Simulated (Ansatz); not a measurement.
# armchair graphene nanoribbon (N = 4, H/H2 edges): bands by functional and under strain

What gap, if any, does the armchair graphene nanoribbon (N = 4, H/H2 edges) have, and how does it change with the functional and under strain?

Program: Ansatz 0.2.0. Level of theory: DFT PBE, plane waves, PAW; relaxation of a wire's period, in the first sound run; inputs show where later runs differ. Results are calculated unless marked as measured.

Most raw output is cut from this account.

### Step 1. Set-up

The cell holds 14 atoms: 8 C and 6 H. Cell: a = 12.187 Å, b = 8.760 Å, c = 4.260 Å, α = 90.0°, β = 90.0°, γ = 90.0°. Vacuum lies along a and b. The structure's axis is c.

### Step 2. Relaxing the period

Band widths follow the bond lengths, so the wire is relaxed first. The atoms and the third cell vector are free; the box across stays fixed as vacuum. Moments are seeded so that a magnetic state can form if it lies lower. A Fermi-Dirac smearing is set since the result may be a metal. The pressure printed is a third of the stress's trace over the whole box, vacuum included; only the stress along the axis is relaxed.

Contents of input.yaml:

```yaml
crystal:
  lattice:
    - [12.187, 0.0, 0.0]
    - [0.0, 8.76, 0.0]
    - [0.0, 0.0, 4.26]
  atoms:
    - { symbol: C, position: [0.363226978, 0.5, 0.0], spin: 0.5 }
    - { symbol: C, position: [0.565041383, 0.5, 0.0] }
    - { symbol: C, position: [0.363226978, 0.5, 0.333333333], spin: 0.5 }
    - { symbol: C, position: [0.565041383, 0.5, 0.333333333] }
    - { symbol: H, position: [0.712849115, 0.600456621, 0.422535211] }
    - { symbol: H, position: [0.712849115, 0.399543379, 0.422535211] }
    - { symbol: H, position: [0.287191269, 0.5, 0.458920188] }
    - { symbol: C, position: [0.46413418, 0.5, 0.5] }
    - { symbol: C, position: [0.665948585, 0.5, 0.5], spin: -0.5 }
    - { symbol: C, position: [0.46413418, 0.5, 0.833333333] }
    - { symbol: C, position: [0.665948585, 0.5, 0.833333333], spin: -0.5 }
    - { symbol: H, position: [0.287191269, 0.5, 0.874413146] }
    - { symbol: H, position: [0.712849115, 0.600456621, 0.910798122] }
    - { symbol: H, position: [0.712849115, 0.399543379, 0.910798122] }
magnetization:
  spin_polarized: true
kpoints:
  mp_grid: { grid: [1, 1, 19] }
scf:
  occupations: { method: fermi_dirac, width: 0.05 }
hamiltonian:
  xc: pbe
relax:
  cell: { fix: [a, b, alpha, beta, gamma] }
  max_steps: 60
```

Command:

```bash
ansatz run input.yaml --threads 8 --pin off --max-ram 16384MiB --backend cpu --events-out ev --progress --plain --runs-dir out
```

Run time: 57 s. Hardware: 8 threads of Arm Neoverse N1, shared host; peak memory 1.1 GiB; 7.3 min of CPU time.

Relaxation path:

```csv
step,energy less that of the first step (eV),largest force component (eV/Å),pressure (GPa),volume (Å³)
1,0.0000,3.0072,1.95,454.79
2,-0.5902,1.2531,0.62,461.02
3,-0.6715,0.3418,0.12,463.47
4,-0.6735,0.3494,-0.06,464.72
5,-0.6774,0.0383,0.00,464.22
6,-0.6775,0.0076,-0.01,464.22
7*,-0.6852,0.0099,0.01,464.22
```

Relaxation steps marked * repeat the geometry before them on a plane-wave basis chosen anew for their cell, so energy and pressure can jump there.

The run keeps the 4 symmetry operations that it works with, so distortions that break them were not tested.

```csv
cell as run,before,after,change
c (Å),4.260,4.348,+2.1 %
```

The atoms that moved most (Å, along periodic axes as changes of fractional coordinates times the final cell, across vacuum about the mean position):

```csv
atom,dx,dy,dz,length
H13,0.049,-0.012,0.063,0.081
H14,0.049,0.012,0.063,0.081
H5,0.049,-0.012,-0.063,0.081
H6,0.049,0.012,-0.063,0.081
H7,-0.039,0.000,-0.068,0.078
H12,-0.039,0.000,0.068,0.078
C2,-0.060,0.000,0.019,0.063
C4,-0.060,0.000,-0.019,0.063
```

Numbers from this step:

| Quantity | Value |
| --- | --- |
| cell length along the wire | 4.348 Å |

The cell's length comes to 4.348 Å with no moment.

### Step 3. Bands of the perfect wire

This step: DFT PBE, plane waves, PAW; channels and complex bands of a perfect wire (Ansatz 0.2.0).

At the relaxed period the Bloch states of the perfect wire are found at each energy: those that move forward count the open channels, and those that decay describe how a disturbance dies away inside the wire itself. An energy step of 0.035 eV is under the 0.039 eV that the program asks for its thermal average at 300 K.

Contents of input.yaml:

```yaml
crystal:
  lattice:
    - [12.187, 0.0, 0.0]
    - [0.0, 8.76, 0.0]
    - [0.0, 0.0, 4.3483559958]
  atoms:
    - { symbol: C, position: [0.362900459, 0.5, 0.007416263] }
    - { symbol: C, position: [0.560092644, 0.5, 0.004431914] }
    - { symbol: C, position: [0.362900459, 0.5, 0.32591707] }
    - { symbol: C, position: [0.560092644, 0.5, 0.328901419] }
    - { symbol: H, position: [0.716850138, 0.599127155, 0.407958133] }
    - { symbol: H, position: [0.716850138, 0.400872845, 0.407958133] }
    - { symbol: H, position: [0.284009208, 0.5, 0.443317285] }
    - { symbol: C, position: [0.461044489, 0.5, 0.496576074] }
    - { symbol: C, position: [0.669493549, 0.5, 0.490101422] }
    - { symbol: C, position: [0.461044489, 0.5, 0.836757259] }
    - { symbol: C, position: [0.669493549, 0.5, 0.843231911] }
    - { symbol: H, position: [0.284009208, 0.5, 0.890016048] }
    - { symbol: H, position: [0.716850138, 0.599127155, 0.9253752] }
    - { symbol: H, position: [0.716850138, 0.400872845, 0.9253752] }
kpoints:
  mp_grid: { grid: [1, 1, 19] }
  band_path: { path: ["Γ", Z], npoints: 50 }
scf:
  occupations: { method: fermi_dirac, width: 0.05 }
hamiltonian:
  xc: pbe
output:
  transmission:
    e_range: [-2, 2]
    de: 0.035
    kmesh: [1, 1]
    reduced_basis: true
    leads: [[0, 0]]
  dos: { e_range: [-5, 4] }
  write_potential: true
  write_density: true
  volumetric_format: npy
  elf: true
```

It took 3.9 min on 8 threads; peak memory 1.9 GiB; 22 min of CPU time.

This step gave:

```yaml
channels_at_the_energy_nearest_the_fermi_level_one_spin: 0
conductance_of_the_lead_as_this_run_defines_it: 7.90e-16 G₀
slowest_decay_in_the_lead_at_the_energy_nearest_the_fermi_level: 0.1335 Å⁻¹
band_gap: 1.834 eV
```

Open channels of the lead, one spin against energy, zero at the Fermi level:

```csv
energy (eV),"open channels of the lead, one spin"
-2.000,1
-1.895,1
-1.790,1
-1.685,1
-1.615,1
-1.510,1
-1.405,1
-1.300,1
-1.195,1
-1.090,1
-0.985,1
-0.915,0
-0.810,0
-0.705,0
-0.600,0
-0.495,0
-0.390,0
-0.285,0
-0.215,0
-0.110,0
-0.005,0
0.100,0
0.205,0
0.310,0
0.415,0
0.485,0
0.590,0
0.695,0
0.800,0
0.905,0
1.010,1
1.115,1
1.185,1
1.290,1
1.395,1
1.500,1
1.605,1
1.710,1
1.815,1
1.885,1
```

The slowest values at each energy, most degenerate partners merged, listed up to 1.5 1/Å. The Im kz of the slowest decaying states by energy, zero at the Fermi level:

```csv
energy (eV),decay 1 (Å⁻¹),decay 2 (Å⁻¹),decay 3 (Å⁻¹),decay 4 (Å⁻¹)
-2.0000,0.0857,0.421,0.448,0.501
-1.7550,0.302,0.444,0.461,0.508
-1.5100,0.383,0.463,0.473,0.514
-1.2650,0.428,0.480,0.483,0.520
-0.9850,0.458,0.492,0.495,0.524
-0.7400,0.0806,0.472,0.499,0.506
-0.4950,0.114,0.478,0.505,0.515
-0.2500,0.129,0.477,0.509,0.522
-0.0050,0.134,0.470,0.513,0.527
0.2400,0.128,0.458,0.515,0.530
0.4850,0.112,0.440,0.516,0.531
0.7650,0.0725,0.412,0.517,0.529
1.0100,0.381,0.516,0.526,0.528
1.2550,0.340,0.515,0.517,0.523
1.5000,0.286,0.475,0.514,0.519
1.7450,0.208,0.400,0.510,0.512
```

The electronic bands at the labelled points (eV, zero at the Fermi level):

```csv
point,band 16,band 17,band 18,band 19,band 20,band 21,band 22,band 23
Γ,-4.00,-3.44,-2.55,-0.92,0.92,2.31,3.09,3.17
halfway,-4.45,-4.10,-2.61,-2.17,2.54,2.65,2.78,3.56
Z,-5.19,-4.29,-4.23,-2.02,1.98,4.10,4.20,4.68
```

Valence density in the ca plane at fractional y = 0.500, with atoms of C and H within 0.2 Å of it. It is the smooth field of the valence electrons, not physical close to the nuclei.

Values in e/Å³, 24 rows by 14 columns, each cell a mean:
```
0.0 0.0 0.0 0.0 0.0 0.0 0.0 0.0 0.0 0.0 0.0 0.0 0.0 0.0
0.0 0.0 0.0 0.0 0.0 0.0 0.0 0.0 0.0 0.0 0.0 0.0 0.0 0.0
0.0 0.0 0.0 0.0 0.0 0.0 0.0 0.0 0.0 0.0 0.0 0.0 0.0 0.0
0.0 0.0 0.0 0.0 0.0 0.0 0.0 0.0 0.0 0.0 0.0 0.0 0.0 0.0
0.0 0.0 0.0 0.0 0.0 0.0 0.0 0.0 0.0 0.0 0.0 0.0 0.0 0.0
0.1 0.1 0.0 0.0 0.1 0.2 0.2 0.2 0.1 0.1 0.1 0.2 0.2 0.2
0.4 0.2 0.1 0.1 0.3 0.7 1.0 0.9 0.7 0.6 0.6 0.9 1.0 0.8
0.6 0.2 0.1 0.2 0.5 1.2 1.7 1.7 1.7 1.5 1.6 1.7 1.8 1.4
0.9 0.4 0.3 0.4 0.7 1.4 1.8 1.6 1.3 1.1 1.2 1.5 1.8 1.6
1.6 1.3 1.1 1.2 1.5 1.8 1.5 0.8 0.5 0.3 0.4 0.7 1.3 1.8
1.9 2.0 1.9 1.9 1.9 1.9 1.5 0.7 0.3 0.2 0.2 0.5 1.3 1.9
1.4 1.0 0.8 0.9 1.3 1.9 1.9 1.3 0.9 0.6 0.8 1.2 1.8 2.0
0.8 0.4 0.2 0.3 0.6 1.4 1.9 1.8 1.8 1.6 1.7 1.8 1.9 1.6
1.1 0.6 0.4 0.5 0.9 1.6 2.0 1.7 1.3 1.1 1.2 1.6 2.0 1.8
1.8 1.6 1.5 1.6 1.7 2.0 1.7 0.9 0.5 0.3 0.4 0.7 1.4 2.0
1.8 1.8 1.8 1.8 1.8 1.9 1.5 0.6 0.2 0.1 0.2 0.5 1.2 1.8
1.2 0.7 0.6 0.7 1.0 1.7 1.8 0.8 0.3 0.1 0.2 0.6 1.6 1.8
0.4 0.2 0.1 0.1 0.3 0.7 1.0 0.5 0.2 0.1 0.1 0.4 0.9 0.9
0.1 0.0 0.0 0.0 0.1 0.1 0.1 0.1 0.0 0.0 0.0 0.1 0.1 0.1
0.0 0.0 0.0 0.0 0.0 0.0 0.0 0.0 0.0 0.0 0.0 0.0 0.0 0.0
0.0 0.0 0.0 0.0 0.0 0.0 0.0 0.0 0.0 0.0 0.0 0.0 0.0 0.0
0.0 0.0 0.0 0.0 0.0 0.0 0.0 0.0 0.0 0.0 0.0 0.0 0.0 0.0
0.0 0.0 0.0 0.0 0.0 0.0 0.0 0.0 0.0 0.0 0.0 0.0 0.0 0.0
0.0 0.0 0.0 0.0 0.0 0.0 0.0 0.0 0.0 0.0 0.0 0.0 0.0 0.0
```
Columns run along c (4.3 Å), rows up along a (12.2 Å). Atoms in or near the plane, at fractional coordinates: C at (0.01, 0.36), C at (0.00, 0.56), C at (0.33, 0.36), C at (0.33, 0.56), H at (0.44, 0.28), C at (0.50, 0.46), C at (0.49, 0.67), C at (0.84, 0.46), C at (0.84, 0.67), H at (0.89, 0.28).

ELF in the ca plane at fractional y = 0.500, with atoms of C and H within 0.2 Å of it. It is the smooth field of the valence electrons, not physical close to the nuclei.

Values in units of 1e-1, 24 rows by 14 columns, each cell a mean:
```
 0.0  0.0  0.0  0.0  0.0  0.0  0.0  0.0  0.0  0.0  0.0  0.0  0.0  0.0
 0.0  0.0  0.0  0.0  0.0  0.0  0.0  0.0  0.0  0.0  0.0  0.0  0.0  0.0
 0.0  0.0  0.0  0.0  0.0  0.0  0.0  0.0  0.0  0.0  0.0  0.0  0.0  0.0
 0.1  0.0  0.0  0.0  0.1  0.2  0.2  0.1  0.1  0.0  0.0  0.1  0.2  0.2
 0.8  0.3  0.1  0.2  0.6  1.1  1.2  0.8  0.4  0.2  0.3  0.7  1.2  1.2
 2.7  1.1  0.2  0.6  2.2  3.8  4.2  3.2  1.9  1.2  1.6  2.8  4.0  4.0
 5.0  2.1  0.3  1.2  4.2  6.3  6.3  5.1  5.0  5.4  5.1  4.9  6.0  6.5
 4.7  2.1  0.4  1.3  4.0  4.9  2.4  1.4  6.0  9.1  7.5  2.3  1.6  4.3
 6.7  3.6  1.7  2.7  5.9  7.7  6.5  4.7  6.6  8.3  7.4  5.0  5.8  7.6
 5.4  5.8  7.2  6.4  5.1  7.1  8.4  6.9  4.0  2.6  3.3  6.0  8.3  7.8
 1.1  5.3  9.0  7.1  1.7  2.6  6.1  5.2  2.1  0.6  1.4  4.3  6.3  3.9
 6.6  5.1  5.4  5.1  5.9  8.4  8.8  6.8  5.2  5.1  5.1  6.1  8.4  8.8
 5.2  2.2  0.8  1.5  4.3  6.1  3.7  1.7  5.9  9.1  7.5  2.4  2.7  5.7
 6.7  3.9  2.9  3.3  5.8  8.1  7.3  4.7  5.9  7.7  6.7  4.7  6.4  8.2
 3.5  5.4  8.2  6.6  3.5  5.6  7.8  6.5  3.5  2.1  2.8  5.6  7.8  6.6
 2.5  5.3  8.6  6.8  2.7  4.3  7.0  6.3  2.7  0.4  1.6  5.4  7.2  5.4
 8.3  5.6  4.4  5.0  7.5  9.6  9.9  9.6  6.3  0.8  4.1  9.2  9.8  9.8
 8.7  3.9  0.9  2.4  7.6  9.8 10.0  9.8  6.6  0.8  4.2  9.6 10.0  9.9
 6.6  1.7  0.2  0.8  5.0  9.0  9.6  8.5  3.6  0.4  2.0  7.4  9.5  9.4
 2.0  0.3  0.0  0.1  1.2  4.6  5.9  3.4  0.8  0.1  0.4  2.5  5.4  5.5
 0.2  0.0  0.0  0.0  0.1  0.5  0.8  0.4  0.1  0.0  0.1  0.3  0.7  0.7
 0.0  0.0  0.0  0.0  0.0  0.0  0.0  0.0  0.0  0.0  0.0  0.0  0.0  0.0
 0.0  0.0  0.0  0.0  0.0  0.0  0.0  0.0  0.0  0.0  0.0  0.0  0.0  0.0
 0.0  0.0  0.0  0.0  0.0  0.0  0.0  0.0  0.0  0.0  0.0  0.0  0.0  0.0
```
Columns run along c (4.3 Å), rows up along a (12.2 Å). Atoms in or near the plane, at fractional coordinates: C at (0.01, 0.36), C at (0.00, 0.56), C at (0.33, 0.36), C at (0.33, 0.56), H at (0.44, 0.28), C at (0.50, 0.46), C at (0.49, 0.67), C at (0.84, 0.46), C at (0.84, 0.67), H at (0.89, 0.28).

Electrostatic potential energy in the ca plane at fractional y = 0.500, with atoms of C and H within 0.2 Å of it. With pseudopotentials it is smooth inside the atoms' cores, unlike the true potential.

Ten even steps from '0' (-76 eV) to '9' (2 eV), each cell a mean:
```
99999999999999
99999999999999
99999999999999
99999999999999
99999999999999
99999999999999
99999876798668
89998510375103
89998633586335
35763468999874
02630048999961
57876556788665
89998510374004
78988633586335
14752258999863
03641158999962
78987647999855
99999757999856
99999999999999
99999999999999
99999999999999
99999999999999
99999999999999
99999999999999
```
Columns run along c (4.3 Å; values clipped at the 3rd and 97th percentile), rows up along a (12.2 Å). Atoms in or near the plane, at fractional coordinates: C at (0.01, 0.36), C at (0.00, 0.56), C at (0.33, 0.36), C at (0.33, 0.56), H at (0.44, 0.28), C at (0.50, 0.46), C at (0.49, 0.67), C at (0.84, 0.46), C at (0.84, 0.67), H at (0.89, 0.28).

By hand: a barrier of this wire, of length L, would pass T ∝ exp(−2κL) at this energy; with κ = 0.134 Å⁻¹ one decade takes ln 10 / (2κ) = 8.62 Å.

At the computed energy nearest the Fermi level there are 0 channels a spin, and the thermal average gives 7.9e-16 G₀; the gap is 1.83 eV.

### Step 4. Levels at the same atoms, level LDA, cutoff 420 eV

This step: DFT LDA, plane waves, PAW; bands of a perfect wire at the PBE geometry (Ansatz 0.2.0).

The atoms stay at the PBE geometry and the functional changes. At fixed atoms LDA and the gradient-corrected functionals usually give like bands; this run checks that. Against the first PBE run of this kind, the mesh along the wire has 14 points against 19.

input.yaml, as its differences from that of step 3:

```diff
@@ -21,3 +21,3 @@
 kpoints:
-  mp_grid: { grid: [1, 1, 19] }
+  mp_grid: { grid: [1, 1, 14] }
   band_path: { path: ["Γ", Z], npoints: 50 }
@@ -26,14 +26,2 @@
 hamiltonian:
-  xc: pbe
-output:
-  transmission:
-    e_range: [-2, 2]
-    de: 0.035
-    kmesh: [1, 1]
-    reduced_basis: true
-    leads: [[0, 0]]
-  dos: { e_range: [-5, 4] }
-  write_potential: true
-  write_density: true
-  volumetric_format: npy
-  elf: true
+  xc: lda
```

The job ended after 13 s (8 threads; peak memory 1.2 GiB; 1.7 min of CPU time).

This step gave:

```yaml
band_gap: 1.793 eV
```

Electronic bands along the path, in eV, zero at the Fermi level:

```csv
point,band 16,band 17,band 18,band 19,band 20,band 21,band 22,band 23
Γ,-3.98,-3.36,-2.54,-0.90,0.90,2.47,3.16,3.26
halfway,-4.40,-4.03,-2.61,-2.14,2.52,2.63,2.93,3.74
Z,-5.11,-4.27,-4.23,-1.98,1.94,4.22,4.36,4.66
```

The gap is 1.79 eV, against 1.83 eV under PBE at the relaxed period.

### Step 5. Another level of theory, level PBEsol, cutoff 420 eV

This step: DFT PBEsol, plane waves, PAW; bands of a perfect wire at the PBE geometry (Ansatz 0.2.0).

input.yaml, as its differences from that of step 4:

```diff
@@ -26,2 +26,2 @@
 hamiltonian:
-  xc: lda
+  xc: pbesol
```

Run time: 13 s. Hardware: 8 threads; peak memory 1.2 GiB; 1.7 min of CPU time.

The gap is 1.82 eV, against 1.83 eV under PBE at the relaxed period.

### Step 6. Another level of theory, level r2SCAN, cutoff 500 eV

This step: DFT r2SCAN, plane waves, PAW; bands of a perfect wire at the PBE geometry (Ansatz 0.2.0).

The atoms stay at the PBE geometry and the functional changes. r2SCAN also reads the kinetic-energy density; it often gives larger moments and wider gaps than PBE, at a higher cost. Against the first PBE run of this kind, the cutoff is 500 eV against 420 and the mesh along the wire has 14 points against 19.

input.yaml, as its differences from that of step 5:

```diff
@@ -26,2 +26,2 @@
 hamiltonian:
-  xc: pbesol
+  xc: r2scan
```

Elapsed: 25 s, on 8 threads; peak memory 1.9 GiB; 3.2 min of CPU time.

The gap is 1.99 eV, against 1.83 eV under PBE at the relaxed period.

### Step 7. Levels at the same atoms, level HSE06, cutoff 420 eV

This step: DFT HSE06, plane waves, PAW; levels of a perfect wire at the PBE geometry (Ansatz 0.2.0).

The atoms stay at the PBE geometry and the functional changes. HSE06 mixes in a quarter of short-range exact exchange, which removes part of the self-interaction that closes gaps; it is dear, so the mesh is thinner and no path is run. Against the first PBE run of this kind, the mesh along the wire has 7 points against 19.

input.yaml, as its differences from that of step 6:

```diff
@@ -21,4 +21,3 @@
 kpoints:
-  mp_grid: { grid: [1, 1, 14] }
-  band_path: { path: ["Γ", Z], npoints: 50 }
+  mp_grid: { grid: [1, 1, 7] }
 scf:
@@ -26,2 +25,2 @@
 hamiltonian:
-  xc: r2scan
+  xc: hse06
```

Run time: 44 s. Hardware: 8 threads; peak memory 1.2 GiB; 5.4 min of CPU time.

The gap is 2.49 eV, against 1.83 eV under PBE at the relaxed period.

### Step 8. Side by side

Times are for 8 threads of Arm Neoverse N1, shared host. The series side by side:

```csv
no.,level,band gap (eV),time,memory (GiB)
1,LDA,1.793,13 s,1.2
2,PBEsol,1.816,13 s,1.2
3,r2SCAN,1.985,25 s,1.9
4,HSE06,2.486,44 s,1.2
```

### Step 9. At a strained period, period over the relaxed period 0.97, k-mesh 1×1×15

This step: DFT PBE, plane waves, PAW; relaxation at a fixed period (Ansatz 0.2.0).

The period is set to 0.97 times the relaxed one and the atoms relax within it: strain changes bond lengths and angles, which shifts the bands against each other. Against the first PBE run of this kind, the mesh along the wire has 15 points against 19.

The cell differs from the one that the last finished run ended in (c 4.348 → 4.218 Å).

Contents of input.yaml:

```yaml
crystal:
  lattice:
    - [12.187, 0.0, 0.0]
    - [0.0, 8.76, 0.0]
    - [0.0, 0.0, 4.217905316]
  atoms:
    - { symbol: C, position: [0.362900459, 0.5, 0.007416263], spin: 0.5 }
    - { symbol: C, position: [0.560092644, 0.5, 0.004431914] }
    - { symbol: C, position: [0.362900459, 0.5, 0.32591707], spin: 0.5 }
    - { symbol: C, position: [0.560092644, 0.5, 0.328901419] }
    - { symbol: H, position: [0.716850138, 0.599127155, 0.407958133] }
    - { symbol: H, position: [0.716850138, 0.400872845, 0.407958133] }
    - { symbol: H, position: [0.284009208, 0.5, 0.443317285] }
    - { symbol: C, position: [0.461044489, 0.5, 0.496576074] }
    - { symbol: C, position: [0.669493549, 0.5, 0.490101422], spin: -0.5 }
    - { symbol: C, position: [0.461044489, 0.5, 0.836757259] }
    - { symbol: C, position: [0.669493549, 0.5, 0.843231911], spin: -0.5 }
    - { symbol: H, position: [0.284009208, 0.5, 0.890016048] }
    - { symbol: H, position: [0.716850138, 0.599127155, 0.9253752] }
    - { symbol: H, position: [0.716850138, 0.400872845, 0.9253752] }
magnetization:
  spin_polarized: true
kpoints:
  mp_grid: { grid: [1, 1, 15] }
  band_path: { path: ["Γ", Z], npoints: 50 }
scf:
  occupations: { method: fermi_dirac, width: 0.05 }
hamiltonian:
  xc: pbe
relax:
  max_steps: 40
  f_tol: 0.02
output:
  stress: true
```

Wall time 52 s (8 threads); peak memory 1.5 GiB.

Step by step:

```csv
step,energy less that of the first step (eV),largest force component (eV/Å)
1,0.0000,1.1988
2,-0.0505,0.3836
3,-0.0549,0.1122
4,-0.0552,0.0265
5,-0.0552,0.0029
```

The run keeps the 4 symmetry operations that it works with, so distortions that break them were not tested.

The atoms that moved most (Å):

```csv
atom,dx,dy,dz,length
H12,-0.008,0.000,-0.039,0.040
H7,-0.008,0.000,0.039,0.040
H6,0.006,0.000,-0.032,0.032
H5,0.006,0.000,-0.032,0.032
H13,0.006,0.000,0.032,0.032
H14,0.006,0.000,0.032,0.032
C3,-0.017,0.000,0.013,0.021
C1,-0.017,0.000,-0.013,0.021
```

Final coordinates:

```xyz
14
Lattice="12.1870 0.0000 0.0000 0.0000 8.7600 0.0000 0.0000 0.0000 4.2179" Properties=species:S:1:pos:R:3
C     4.4056    4.3800    0.0187
C     6.8301    4.3800    0.0102
C     4.4056    4.3800    1.3873
C     6.8301    4.3800    1.3957
H     8.7418    5.2483    1.6891
H     8.7418    3.5117    1.6891
H     3.4535    4.3800    1.9092
C     5.6146    4.3800    2.0919
C     8.1728    4.3800    2.0568
C     5.6146    4.3800    3.5319
C     8.1728    4.3800    3.5671
H     3.4535    4.3800    3.7147
H     8.7418    5.2483    3.9348
H     8.7418    3.5117    3.9348
```

This step gave:

- band gap: 1.619 eV

Electronic bands along the path, in eV, zero at the Fermi level:

```csv
point,up 19,up 20,up 21,up 22,down 19,down 20,down 21,down 22
Γ,-0.81,0.81,2.11,2.89,-0.81,0.81,2.11,2.89
halfway,-2.35,2.50,2.61,2.62,-2.35,2.50,2.61,2.62
Z,-2.22,1.85,4.02,4.15,-2.22,1.85,4.02,4.15
```

The gap is 1.62 eV, against 1.83 eV under PBE at the relaxed period, with no moment.

[end of part 1 of 2]

[Logs are printed without paths, hosts, clocks, repeated set-up lines and the standing remarks that a program may print on its own settings, such as how far it seeks lower states.]

[Hosts, paths, dates, database ids (printed as entryN), source tags and the programs' standing remarks are cut or masked in the printed files.]
